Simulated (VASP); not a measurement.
A VASP 6.6.1 single-point calculation on KI

INCAR

```
LWAVE = .FALSE.
ENCUT = 520
NBANDS = 15
NELM = 73
SIGMA = 0.02
IBRION = -1
GGA = PE
LREAL = .FALSE.
LCHARG = .FALSE.
PREC = Accurate
EDIFF = 1E-7
ISMEAR = -1
LASPH = .TRUE.
NSW = 0
ISIF = 2
```

KPOINTS

```
KPOINTS created by Atomic Simulation Environment
0
Gamma
1 1 1
0 0 0
```

POSCAR

```
K  I
 1.0000000000000000
     4.2910852517201423   -0.0000000000000000   -0.0000000000000000
    -0.0000000000000000    4.2910852517201423    0.0000000000000000
    -0.0000000000000000    0.0000000000000000    4.2910852517201423
 K   I
   1   1
Cartesian
  0.0000000000000000 -0.0000000000000000 -0.0000000000000000
  2.1455426258600712  2.1455426258600712  2.1455426258600712
```

The recommended PBE PAW datasets give the neutral cell 16 valence electrons.

Command

```
mpirun -np 1 vasp_std
```

OSZICAR

```
N       E                     dE             d eps       ncg     rms          rms(c)
DAV:   1     0.957429085418E+02    0.95743E+02   -0.70621E+03    30   0.927E+02
DAV:   2     0.329123437564E+01   -0.92452E+02   -0.72314E+02    37   0.195E+02
DAV:   3    -0.145424775820E+01   -0.47455E+01   -0.47226E+01    44   0.429E+01
DAV:   4    -0.165065020783E+01   -0.19640E+00   -0.19639E+00    45   0.833E+00
DAV:   5    -0.165246372268E+01   -0.18135E-02   -0.18135E-02    44   0.856E-01    0.413E+00
DAV:   6    -0.126704106096E+01    0.38542E+00   -0.59141E-01    30   0.262E+00    0.319E+00
DAV:   7    -0.122064814230E+01    0.46393E-01   -0.56012E-01    37   0.274E+00    0.197E+00
DAV:   8    -0.123760599099E+01   -0.16958E-01   -0.20156E-02    30   0.104E+00    0.277E-01
DAV:   9    -0.123754959323E+01    0.56398E-04   -0.58859E-04    37   0.132E-01    0.941E-02
DAV:  10    -0.123758843222E+01   -0.38839E-04   -0.27607E-04    30   0.121E-01    0.294E-02
DAV:  11    -0.123759000618E+01   -0.15740E-05   -0.10018E-05    45   0.138E-02    0.253E-02
DAV:  12    -0.123758901307E+01    0.99311E-06   -0.35218E-06    30   0.115E-02    0.137E-02
DAV:  13    -0.123758955150E+01   -0.53843E-06   -0.97257E-08    22   0.223E-03    0.291E-03
DAV:  14    -0.123758960055E+01   -0.49042E-07   -0.21318E-08    15   0.706E-04
   1 F= -.12375896E+01 E0= -.12375896E+01  d E =-.636969E-12
```

It converged. Results: gap between bands v and c on the k mesh 3.30 eV; least direct gap on the k mesh 3.30 eV; pressure 14.2 GPa. Band v is the last that the valence electrons fill when counted band by band, and c is the next.

What is wrong with this input?

One k point for a small cell. On sound settings PBE gives a gap of 3.33 eV on its mesh and a pressure of 0.5 GPa for the intended cell. This run's energy (σ→0) differs from it by 2092 meV an atom.
